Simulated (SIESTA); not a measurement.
Runs of SIESTA 5.4.2 on SnO2 (Cassiterite). The structure is tetragonal, space group P4_2/mnm (No. 136). Conventional cell: a = 4.738 Å, b = 4.738 Å, c = 3.187 Å, α = 90.00°, β = 90.00°, γ = 90.00°. Around Sn (site symmetry mmm) lie 6 O at 2.05 to 2.06 Å. Around O (site symmetry m2m) lie 3 Sn at 2.05 to 2.06 Å. 

```csv
task,level,potentials or basis,cell,k mesh,force tolerance,gap on the mesh (eV),pressure (GPa),largest force (eV/Å)
band structure,AM05,"PseudoDojo 0.4 standard (PBEsol files), DZP (energy shift 0.002 Ry)",as given,6 × 6 × 8,-,(c),12.7,0.21
band structure,PBEsol,"PseudoDojo 0.4 standard (PBEsol files), DZP (energy shift 0.002 Ry)",as given,6 × 6 × 8,-,0.86,12.3,(b)
band structure,RPBE,"PseudoDojo 0.4 standard (PBE files), DZP (energy shift 0.002 Ry)",as given,6 × 6 × 8,-,1.07,22.4,0.32
relaxation of cell and atoms,SOGGA,"PseudoDojo 0.4 standard (PBEsol files), DZP (energy shift 0.002 Ry)",relaxed,4 × 4 × 6,0.04 eV/Å,(a),-0.2,-
```

Alike in all rows: no spin polarisation; smearing fermi-dirac 0.05 eV; grid cutoff 800 Ry; energy shift 0.002 Ry.

Estimate the missing entries.

(a) 0.25; (b) 0.23; (c) 0.87.

Caveats: semicore shells carry a single zeta, which can move pressures by several GPa and volumes by a few percent; spin-orbit coupling is left out, which moves the levels of the heavy elements; the basis of atomic orbitals isn't converged, which shifts pressures, moduli and gaps; the potentials were made for another functional, which shifts forces and pressure (some runs); so large a pressure means that the cell lies far from this level's equilibrium, or that cutoff or potentials fall short (some runs).

A k mesh can miss the band edges, and the runs leave out spin-orbit coupling on Sn.

Runs at the PBE level aren't shown here.
